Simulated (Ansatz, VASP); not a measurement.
## Zr: VASP beside Ansatz

File INCAR:

```
PREC = Accurate ; ENCUT = 520
EDIFF = 1E-7 ; ISMEAR = 0
SIGMA = 0.15 ; LREAL = False
LASPH = True ; NELM = 100
ALGO = Fast ; ISIF = 2
LWAVE = False ; LCHARG = False
GGA = PS ; NBANDS = 12
```

The input KPOINTS:

```
Automatic mesh
0
Gamma
  20 20 20
```

The input POSCAR:

```
Zr
1.0
   -0.4886904313      2.0390186960      2.0390186960
    2.0390186960     -0.4886904313      2.0390186960
    2.0390186960      2.0390186960     -0.4886904313
Zr
1
Direct
    0.0000000000      0.0000000000      0.0000000000
```

Input for Ansatz:

```yaml
crystal:
  lattice:
    - [-0.4886904313, 2.039018696, 2.039018696]
    - [2.039018696, -0.4886904313, 2.039018696]
    - [2.039018696, 2.039018696, -0.4886904313]
  atoms:
    - { symbol: Zr, position: [0.0, 0.0, 0.0] }
basis:
  ecutwfc: 420
kpoints:
  mp_grid: { grid: [20, 20, 20] }
hamiltonian:
  xc: pbesol
scf:
  occupations: { method: gaussian, width: 0.15 }
output:
  forces: true
  stress: true
  eigenvalues: true
```

Alike in both runs: task single point; functional PBEsol; k mesh 20 × 20 × 20; occupations gaussian, width 0.15 eV; no spin polarisation.

|  | VASP | Ansatz |
| --- | --- | --- |
| version | VASP 6.6.1 | Ansatz 0.2.0 |
| potentials or method | VASP PAW PBE potentials, release 64 (Zr_sv) | scalar-relativistic, plane waves, PAW |
| plane-wave cutoff (eV) | 520 | 420 |
| valence electrons in the cell | 12 | 12 |

|  | VASP | Ansatz | Ansatz less VASP |
| --- | --- | --- | --- |
| gap on the k mesh at the Fermi level (eV) | none | none | - |
| pressure (GPa) | -1.7 | -1.8 | -0.09 |
| largest component of the traceless stress (GPa) | 5.95 | 5.94 | -0.014 |

A gap of «none» marks a metal or a gap that the smearing closes. The functional is the same, so the differences come from potentials, cutoffs and numerics.

Caveats: the PAW data sets were made with another functional, which shifts forces and pressure a little (VASP).
